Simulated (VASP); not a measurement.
# Al (Fm-3m) in VASP: a series of runs

The runs below take Al through relaxation of cell and atoms, with PBEsol, LDA, PBE, PBE+D3(BJ).

Program: VASP 6.6.1. These are calculated values, not measurements. Logs are shortened: lines on timing, memory, paths and dates and some standing lists are left out, and cuts for length are marked.

**1. Starting point**

The structure is cubic, space group Fm-3m (No. 225). Conventional cell: a = 4.050 Å, b = 4.050 Å, c = 4.050 Å, α = 90.00°, β = 90.00°, γ = 90.00°. Al (site symmetry m-3m) has 12 Al at 2.86 Å as nearest neighbours.

**2. Relaxation of cell and atoms, PBEsol**

File INCAR:

```
PREC = Accurate ; ENCUT = 600
EDIFF = 1E-7 ; ISMEAR = 0
SIGMA = 0.1 ; LREAL = False
LASPH = True ; NELM = 100
ALGO = Fast ; ISIF = 3
LWAVE = False ; LCHARG = False
GGA = PS ; IBRION = 2
NSW = 90 ; EDIFFG = -0.005
```

File KPOINTS:

```
Automatic mesh
0
Gamma
  18 18 18
```

File POSCAR:

```
Al
1.0
    0.0000000000      2.0248050000      2.0248050000
    2.0248050000      0.0000000000      2.0248050000
    2.0248050000      2.0248050000      0.0000000000
Al
1
Direct
    0.0000000000      0.0000000000      0.0000000000
```

Potentials or basis: VASP PAW PBE potentials, release 64 (Al).

Run with:

```console
$ cat potpaw_PBE.64/Al/POTCAR > POTCAR
$ mpirun -np 1 vasp_std > vasp.out
```

OUTCAR:

```text
PREC = Accurate
   ENCUT = 600
   EDIFF = 1E-7
   ISMEAR = 0
   LREAL = False
   LASPH = True
   NELM = 100
   ISIF = 3
   GGA = PS
   IBRION = 2
   NSW = 90
   EDIFFG = -0.005

 ion  position               nearest neighbor table
   1  0.000  0.000  0.000-

  LATTYP: Found a face centered cubic cell.
 ALAT       =     4.0496100000

  Lattice vectors:

 A1 = (   0.0000000000,   2.0248050000,   2.0248050000)
 A2 = (   2.0248050000,   0.0000000000,   2.0248050000)
 A3 = (   2.0248050000,   2.0248050000,   0.0000000000)

Analysis of symmetry for initial positions (statically):
=====================================================================
 Subroutine PRICEL returns:
 Original cell was already a primitive cell.

 Routine SETGRP: Setting up the symmetry group for a
 face centered cubic supercell.

 Subroutine GETGRP returns: Found 48 space group operations
 (whereof 48 operations were pure point group operations)
 out of a pool of 48 trial point group operations.

The static configuration has the point symmetry O_h .

Analysis of symmetry for dynamics (positions and initial velocities):
=====================================================================
 Subroutine PRICEL returns:
 Original cell was already a primitive cell.

 Routine SETGRP: Setting up the symmetry group for a
 face centered cubic supercell.

 Subroutine GETGRP returns: Found 48 space group operations
 (whereof 48 operations were pure point group operations)
 out of a pool of 48 trial point group operations.

The dynamic configuration has the point symmetry O_h .

 Subroutine INISYM returns: Found 48 space group operations
 (whereof 48 operations are pure point group operations),
 and found     1 'primitive' translations

----------------------------------------------------------------------------------------

                                     Primitive cell

  volume of cell :      16.6027

  direct lattice vectors                    reciprocal lattice vectors
     0.000000000  2.024805000  2.024805000    -0.246937359  0.246937359  0.246937359
     2.024805000  0.000000000  2.024805000     0.246937359 -0.246937359  0.246937359
     2.024805000  2.024805000  0.000000000     0.246937359  0.246937359 -0.246937359

  length of vectors
     2.863506692  2.863506692  2.863506692     0.427708053  0.427708053  0.427708053

  position of ions in fractional coordinates (direct lattice)
     0.000000000  0.000000000  0.000000000

  ion indices of the primitive-cell ions
   primitive index   ion index
                 1           1

----------------------------------------------------------------------------------------

 KPOINTS: Automatic mesh

Automatic generation of k-mesh.
 Grid dimensions read from file:
 generate k-points for:   18   18   18

 Generating k-lattice:

  Cartesian coordinates                     Fractional coordinates (reciprocal lattice)
    -0.013718742  0.013718742  0.013718742     0.055555556  0.000000000  0.000000000
     0.013718742 -0.013718742  0.013718742     0.000000000  0.055555556  0.000000000
     0.013718742  0.013718742 -0.013718742     0.000000000  0.000000000  0.055555556

  Length of vectors
     0.023761558  0.023761558  0.023761558

  Shift w.r.t. Gamma in fractional coordinates (k-lattice)
     0.000000000  0.000000000  0.000000000

 Subroutine IBZKPT returns following result:
 ===========================================

 Found    195 irreducible k-points:

 Following reciprocal coordinates:
            Coordinates               Weight
  0.000000  0.000000  0.000000      1.000000
  0.055556  0.000000  0.000000      8.000000
  0.111111  0.000000  0.000000      8.000000
  0.166667  0.000000  0.000000      8.000000
  0.222222  0.000000  0.000000      8.000000
  0.277778  0.000000  0.000000      8.000000
[... 16 lines left out ...]
 -0.277778  0.055556  0.000000     24.000000
 -0.222222  0.055556  0.000000     24.000000
 [... further k-points ...]
   k-points           NKPTS =    195   k-points in BZ     NKDIM =    195   number of bands    NBANDS=      5
   number of dos      NEDOS =    301   number of ions     NIONS =      1
   total plane-waves  NPLWV =  13824
   dimension x,y,z NGX =    24 NGY =   24 NGZ =   24
   dimension x,y,z NGXF=    48 NGYF=   48 NGZF=   48
   ions per type =               1
   NGX,Y,Z   is equivalent  to a cutoff of  13.93, 13.93, 13.93 a.u.
   NGXF,Y,Z  is equivalent  to a cutoff of  27.87, 27.87, 27.87 a.u.
 SYSTEM =  unknown system
   PREC   = accura    normal or accurate (medium, high low for compatibility)
   ISTART =      0    job   : 0-new  1-cont  2-samecut
   ICHARG =      2    charge: 1-file 2-atom 10-const
   ISPIN  =      1    spin polarized calculation?
   LNONCOLLINEAR =      F non collinear calculations
   LSORBIT =      F    spin-orbit coupling
   LASPH  =      T    aspherical Exc in radial PAW
   ENCUT  =  600.0 eV  44.10 Ry    6.64 a.u.   5.72  5.72  5.72*2*pi/ulx,y,z
   NELM   =    100;   NELMIN=  2; NELMDL= -5     # of ELM steps
   EDIFF  = 0.1E-06   stopping-criterion for ELM
   LREAL  =      F    real-space projection
   EDIFFG = -.5E-02   stopping-criterion for IOM
   NSW    =     90    number of steps for IOM
   IBRION =      2    ionic relax: 0-MD 1-quasi-New 2-CG
   NFREE  =      1    steps in history (QN), initial steepest desc. (CG)
   ISIF   =      3    stress and relaxation
   ISYM   =      2    0-nonsym 1-usesym 2-fastsym
   POTIM  = 0.5000    time-step for ionic-motion
   TEBEG  =    0.0;   TEEND  =   0.0 temperature during run
   PSTRESS=    0.0 pullay stress
   NELECT =       3.0000    total number of electrons
   NUPDOWN=      -1.0000    fix difference up-down
   EMIN   =  10.00;   EMAX   =-10.00  energy-range for DOS
   EFERMI =   0.00;   METHOD = LEGACY
   ISMEAR =     0;   SIGMA  =   0.10  broadening in eV -4-tet -1-fermi 0-gaus
   EFERMI_NEDOS =   21; number of points for ismear=-14 and -15
   IALGO  =     68    algorithm
   IMIX   =      4    mixing-type and parameters
     AMIX     =   0.40;   BMIX     =  1.00
     AMIX_MAG =   1.60;   BMIX_MAG =  1.00
  volume/ion in A,a.u.               =      16.60       112.04
  Fermi-wavevector in a.u.,A,eV,Ry     =   0.925526  1.748991 11.654733  0.856599
  Thomas-Fermi vector in A             =   2.051390
   LORBIT       =      0    0 simple, 1 ext, 2 COOP (PROOUT), +10 PAW based schemes
   GGA     = PS    functional components
   LHFCALC =     F    Hartree Fock is set to
   AEXX    =    0.0000 exact exchange contribution
   IVDW    =     0    specifies the selected vdW correction
   LEPSILON=     F    determine dielectric tensor
   LRPA    =     F    only Hartree local field effects (RPA)
 conjugate gradient relaxation of ions
 non-spin polarized calculation
 RMM-DIIS sequential band-by-band and
 Gauss-broadening in eV      SIGMA  =   0.10
  energy-cutoff  :      600.00
  volume of cell :       16.60
 maximum number of plane-waves:       568
   NGX = 11   NGY = 11   NGZ = 11

--------------------------------------- Ionic step        1  -------------------------------------------

 number of electron       3.0000000 magnetization

 Free energy of the ion-electron system (eV)
  ---------------------------------------------------
  ext. energy  EPLUGINS =         0.00000000
  ---------------------------------------------------
  free energy    TOTEN  =        -4.08828389 eV

  energy without entropy =       -4.08540963  energy(sigma->0) =       -4.08684676

------------------------ aborting loop because EDIFF is reached ----------------------------------------

  FORCE on cell =-STRESS in cart. coord.  units (eV):
  Direction    XX          YY          ZZ          XY          YZ          ZX
  --------------------------------------------------------------------------------------
  -------------------------------------------------------------------------------------
  Total       -0.1972845     -0.1972845     -0.1972845      0.0000000      0.0000000      0.0000000
  in kB      -19.0381159    -19.0381159    -19.0381159      0.0000000      0.0000000      0.0000000
  external PRESSURE =     -19.0381159 kB  Pullay stress =       0.0000000 kB

 VOLUME and BASIS-vectors are now :
 -----------------------------------------------------------------------------
  energy-cutoff  :      600.00
  volume of cell :       16.60
      direct lattice vectors                 reciprocal lattice vectors
     0.000000000  2.024805000  2.024805000    -0.246937359  0.246937359  0.246937359
     2.024805000  0.000000000  2.024805000     0.246937359 -0.246937359  0.246937359
     2.024805000  2.024805000  0.000000000     0.246937359  0.246937359 -0.246937359
[... 36 lines left out ...]
 POSITION                                       TOTAL-FORCE (eV/Angst)
 -----------------------------------------------------------------------------------
      4.01107      2.00553      2.00553        -0.000000      0.000000      0.000000
 -----------------------------------------------------------------------------------
    total drift:                               -0.000000     -0.000000     -0.000000

  FREE ENERGIE OF THE ION-ELECTRON SYSTEM (eV)
  ---------------------------------------------------
  free  energy   TOTEN  =        -4.0907147661 eV

  energy  without entropy=       -4.0877262715  energy(sigma->0) =       -4.08922052

--------------------------------------- Ionic step        3  -------------------------------------------

 number of electron       3.0000000 magnetization

 Free energy of the ion-electron system (eV)
  ---------------------------------------------------
  ext. energy  EPLUGINS =         0.00000000
  ---------------------------------------------------
  free energy    TOTEN  =        -4.09077169 eV

  energy without entropy =       -4.08778437  energy(sigma->0) =       -4.08927803

 E-fermi :   8.1367     XC(G=0): -10.3253

 val. band max:        8.1226624243   @ k =  -0.2778   0.2778   0.0556
 cond. band min:       8.1455313375   @ k =  -0.4444   0.3333   0.1111
 fundamental gap:      0.0228689132
 Fermi energy:         8.1367387582

 k-point     1 :       0.0000    0.0000    0.0000
  band No.  band energies     occupation
      1      -3.1136      2.00000
      2      20.8451      0.00000
      3      20.8451      0.00000
      4      20.8451      0.00000
      5      22.4792      0.00000

 k-point     2 :       0.0556    0.0000    0.0000
  band No.  band energies     occupation
      1      -3.0287      2.00000
      2      19.3437      0.00000
      3      20.5511      0.00000
      4      20.5511      0.00000
      5      22.9063      0.00000

 k-point     3 :       0.1111    0.0000    0.0000
  band No.  band energies     occupation
      1      -2.7742      2.00000
      2      17.1069      0.00000
      3      20.0518      0.00000
      4      20.0518      0.00000
      5      23.0798      0.00000
[... 153 lines left out ...]
 k-point    23 :      -0.2778    0.0556    0.0000
  band No.  band energies     occupation
      1      -0.6437      2.00000
      2       9.9952      0.00000
      3      17.3696      0.00000
      4      20.2747      0.00000
      5      21.1639      0.00000

 k-point    24 :      -0.2222    0.0556    0.0000
  band No.  band energies     occupation
      1      -1.4528      2.00000
      2      12.0227      0.00000
      3      17.5328      0.00000
      4      20.4105      0.00000
      5      22.1686      0.00000

 [... further k-points ...]

------------------------ aborting loop because EDIFF is reached ----------------------------------------

  FORCE on cell =-STRESS in cart. coord.  units (eV):
  Direction    XX          YY          ZZ          XY          YZ          ZX
  --------------------------------------------------------------------------------------
  -------------------------------------------------------------------------------------
  Total        0.0001629      0.0001629      0.0001629     -0.0000000     -0.0000000      0.0000000
  in kB        0.0161193      0.0161193      0.0161193     -0.0000000     -0.0000000      0.0000000
  external PRESSURE =       0.0161193 kB  Pullay stress =       0.0000000 kB

 VOLUME and BASIS-vectors are now :
 -----------------------------------------------------------------------------
  energy-cutoff  :      600.00
  volume of cell :       16.19
      direct lattice vectors                 reciprocal lattice vectors
     0.000000000  2.008037282  2.008037282    -0.248999361  0.248999361  0.248999361
     2.008037282  0.000000000  2.008037282     0.248999361 -0.248999361  0.248999361
     2.008037282  2.008037282 -0.000000000     0.248999361  0.248999361 -0.248999361

 POSITION                                       TOTAL-FORCE (eV/Angst)
 -----------------------------------------------------------------------------------
      0.00000      0.00000      0.00000         0.000000     -0.000000      0.000000
 -----------------------------------------------------------------------------------
    total drift:                               -0.000000      0.000000      0.000000

  FREE ENERGIE OF THE ION-ELECTRON SYSTEM (eV)
  ---------------------------------------------------
  free  energy   TOTEN  =        -4.0907716932 eV

  energy  without entropy=       -4.0877843729  energy(sigma->0) =       -4.08927803

 reached required accuracy - stopping structural energy minimisation
```

Wall time 11 s (1 thread of Intel Xeon 6975P-C (Granite Rapids), shared host); peak memory 0.15 GiB.

Results:

| Quantity | Value |
| --- | --- |
| Free energy | -4.0908 eV |
| Relaxed volume | 16.19 Å³/atom |
| Relaxed cell | a = 2.840 Å, b = 2.840 Å, c = 2.840 Å, α = 60.00°, β = 60.00°, γ = 60.00° |
| Space group after relaxing (to 0.05 Å) | Fm-3m (No. 225) |
| Energy gained by relaxing | 2.5 meV/atom |
| Ionic steps | 3 |
| Pressure after relaxing | 0.0 GPa |
| Band gap on the k mesh | none (metal or under the smearing width) |

The path:
```csv
step,energy change (eV),largest force (eV/Å),pressure (GPa),volume (Å³)
1,0.0000,0.0000,-1.90,16.60
2,-0.0024,0.0000,0.31,16.13
3,-0.0025,0.0000,0.00,16.19
```

Final structure:
```
Al
1.0
     0.00000    2.00804    2.00804
     2.00804    0.00000    2.00804
     2.00804    2.00804    0.00000
Al
1
Direct
  0.00000 0.00000 0.00000
```

Caveat: the PAW data sets were made with another functional, which shifts forces and pressure a little.

**3. Relaxation of cell and atoms, LDA**

Edit INCAR of step 2 so:

```diff
@@ -6,3 +6,3 @@
 LWAVE = False ; LCHARG = False
-GGA = PS ; IBRION = 2
+GGA = CA ; IBRION = 2
 NSW = 90 ; EDIFFG = -0.005
```

KPOINTS is that of step 2.

POSCAR is that of step 2.

Potentials or basis: VASP PAW LDA potentials, release 64 (Al).

Run with:

```console
$ cat potpaw_LDA.64/Al/POTCAR > POTCAR
$ mpirun -np 1 vasp_std > vasp.out
```

OUTCAR:

```text
PREC = Accurate
   ENCUT = 600
   EDIFF = 1E-7
   ISMEAR = 0
   LREAL = False
   LASPH = True
   NELM = 100
   ISIF = 3
   GGA = CA
   IBRION = 2
   NSW = 90
   EDIFFG = -0.005

 ion  position               nearest neighbor table
   1  0.000  0.000  0.000-

  LATTYP: Found a face centered cubic cell.
 ALAT       =     4.0496100000

  Lattice vectors:

 A1 = (   0.0000000000,   2.0248050000,   2.0248050000)
 A2 = (   2.0248050000,   0.0000000000,   2.0248050000)
 A3 = (   2.0248050000,   2.0248050000,   0.0000000000)

Analysis of symmetry for initial positions (statically):
=====================================================================
 Subroutine PRICEL returns:
 Original cell was already a primitive cell.
[... 249 lines left out ...]

  energy without entropy =       -4.18723346  energy(sigma->0) =       -4.18872744

 E-fermi :   8.2277     XC(G=0): -10.5008

 val. band max:        8.2100376941   @ k =  -0.2778   0.2778   0.0556
 cond. band min:       8.2349744065   @ k =  -0.4444   0.3333   0.1111
 fundamental gap:      0.0249367124
 Fermi energy:         8.2276994411

 k-point     1 :       0.0000    0.0000    0.0000
  band No.  band energies     occupation
      1      -3.1577      2.00000
      2      21.0380      0.00000
      3      21.0380      0.00000
      4      21.0380      0.00000
      5      22.6862      0.00000
[... 177 lines left out ...]
 k-point    24 :      -0.2222    0.0556    0.0000
  band No.  band energies     occupation
      1      -1.4748      2.00000
      2      12.1532      0.00000
      3      17.7123      0.00000
      4      20.6046      0.00000
      5      22.3730      0.00000

 [... further k-points ...]

------------------------ aborting loop because EDIFF is reached ----------------------------------------

  FORCE on cell =-STRESS in cart. coord.  units (eV):
  Direction    XX          YY          ZZ          XY          YZ          ZX
  --------------------------------------------------------------------------------------
  -------------------------------------------------------------------------------------
  Total        0.0000156      0.0000156      0.0000156      0.0000000     -0.0000000     -0.0000000
  in kB        0.0015760      0.0015760      0.0015760      0.0000000     -0.0000000     -0.0000000
  external PRESSURE =       0.0015760 kB  Pullay stress =       0.0000000 kB
[... 16 lines left out ...]
  FREE ENERGIE OF THE ION-ELECTRON SYSTEM (eV)
  ---------------------------------------------------
  free  energy   TOTEN  =        -4.1902214239 eV

  energy  without entropy=       -4.1872334569  energy(sigma->0) =       -4.18872744

 reached required accuracy - stopping structural energy minimisation
```

OSZICAR:

```text
N       E                     dE             d eps       ncg     rms          rms(c)
DAV:   1    -0.165989918142E+01   -0.16599E+01   -0.10010E+03  2010   0.390E+02
DAV:   2    -0.418374820644E+01   -0.25238E+01   -0.22941E+01  2445   0.341E+01
DAV:   3    -0.420968659344E+01   -0.25938E-01   -0.25772E-01  2625   0.390E+00
[... 17 lines left out ...]
       N       E                     dE             d eps       ncg     rms          rms(c)
DAV:   1    -0.419023854646E+01   -0.16408E-03   -0.17428E-03  2530   0.265E-01    0.367E-02
RMM:   2    -0.419022819525E+01    0.10351E-04   -0.86422E-06  1950   0.284E-02    0.167E-02
RMM:   3    -0.419022149749E+01    0.66978E-05   -0.30203E-06  1950   0.133E-02    0.395E-03
RMM:   4    -0.419022142390E+01    0.73581E-07   -0.65701E-07  1914   0.687E-03
   3 F= -.41902214E+01 E0= -.41887274E+01  d E =-.917824E-02
```

CONTCAR:

```text
Al
   1.00000000000000
     0.0000000000000000    1.9923807004138707    1.9923807004138707
     1.9923807004138707    0.0000000000000000    1.9923807004138707
     1.9923807004138707    1.9923807004138707   -0.0000000000000000
  Al
     1
Direct
     0.0000000000000000    0.0000000000000000    0.0000000000000000

  0.00000000E+00  0.00000000E+00  0.00000000E+00
```

It took 8.6 s on 1 thread of Intel Xeon 6975P-C (Granite Rapids), shared host; peak memory 0.14 GiB.

Results:

| Item | Value |
| --- | --- |
| Free energy | -4.1902 eV |
| Relaxed volume | 15.82 Å³/atom |
| Relaxed cell | a = 2.818 Å, b = 2.818 Å, c = 2.818 Å, α = 60.00°, β = 60.00°, γ = 60.00° |
| Space group after relaxing (to 0.05 Å) | Fm-3m (No. 225) |
| Energy gained by relaxing | 9.2 meV/atom |
| Ionic steps | 3 |
| Pressure after relaxing | 0.0 GPa |
| Band gap on the k mesh | none (metal or under the smearing width) |

Step by step:
| step | energy change (eV) | largest force (eV/Å) | pressure (GPa) | volume (Å³) |
| --- | --- | --- | --- | --- |
| 1 | 0.0000 | 0.0000 | -3.60 | 16.60 |
| 2 | -0.0090 | 0.0000 | 0.50 | 15.72 |
| 3 | -0.0092 | 0.0000 | 0.00 | 15.82 |

Final structure:
```
Al
1.0
     0.00000    1.99238    1.99238
     1.99238    0.00000    1.99238
     1.99238    1.99238    0.00000
Al
1
Direct
  0.00000 0.00000 0.00000
```

[end of part 1 of 2]
